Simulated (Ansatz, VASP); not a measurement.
## TiC: VASP beside Ansatz

File INCAR:

```
PREC     = Accurate       # precision mode
ENCUT    = 520            # plane-wave cutoff, eV
EDIFF    = 1E-7           # SCF threshold, eV
ISMEAR   = -1             # smearing method
SIGMA    = 0.1            # smearing width, eV
LREAL    = False          # projectors in reciprocal space
LASPH    = True           # aspherical terms in the spheres
NELM     = 60             # most SCF steps
ALGO     = Normal         # electronic algorithm
ISIF     = 2              # what is computed and relaxed
LWAVE    = False          # write WAVECAR
LCHARG   = False          # write CHGCAR
GGA      = PE             # functional
NBANDS   = 15             # bands
```

KPOINTS

```
Automatic mesh
0
Gamma
  6 6 6
```

Contents of POSCAR:

```
TiC
1.0
   -0.0248100000      2.0830400000      2.1335600000
    2.1483200000     -0.0539000000      2.1626500000
    2.1397300000      2.1035300000     -0.0453100000
Ti C
1 1
Direct
    0.9245822100      0.0028637218      0.0321272993
    0.4222100000      0.5576400000      0.5496500000
```

Input for Ansatz:

```yaml
crystal:
  lattice:
    - [-0.02481, 2.08304, 2.13356]
    - [2.14832, -0.0539, 2.16265]
    - [2.13973, 2.10353, -0.04531]
  atoms:
    - { symbol: Ti, position: [0.9245822099590592, 0.002863721847137032, 0.03212729933703917] }
    - { symbol: C, position: [0.42221, 0.55764, 0.54965] }
basis:
  ecutwfc: 540.0
  xc_grid: 2
kpoints:
  mp_grid:
    grid: [6, 6, 6]
hamiltonian:
  xc: pbe
scf:
  convergence:
    dr2_threshold: 1.0e-09
  occupations:
    method: fermi_dirac
output:
  forces: true
  stress: true
```

Alike in both runs: task single point; functional PBE; k mesh 6 × 6 × 6; no spin polarisation.

|  | VASP | Ansatz |
| --- | --- | --- |
| version | VASP 6.6.1 | Ansatz 0.2.0 |
| potentials or method | VASP PAW PBE potentials, release 64 (Ti_sv, C) | plane waves, PAW |
| plane-wave cutoff (eV) | 520 | 540 |
| occupations | fermi-dirac, width 0.1 eV | fermi-dirac |
| valence electrons in the cell | 16 | 16 |

VASP gave:

```
pressure (GPa)                                  : 11.3
largest component of the traceless stress (GPa) : 5.59
rms of the force components (eV/Å)              : 0.990
```

Problem. What did Ansatz give for the same quantities?

Solution. Pressure (GPa): 11.0; largest component of the traceless stress (GPa): 5.62; rms of the force components (eV/Å): 0.986.

Atom by atom the forces differ by 0.004 eV/Å (rms over components). Ansatz warned: «stress_scf_threshold_loose».

Caveats: the k mesh is coarse (spacing up to 0.42 Å⁻¹), so the values aren't converged; forces of over 1 eV/Å show positions far from the minimum, so gaps and moduli don't describe the material at rest.
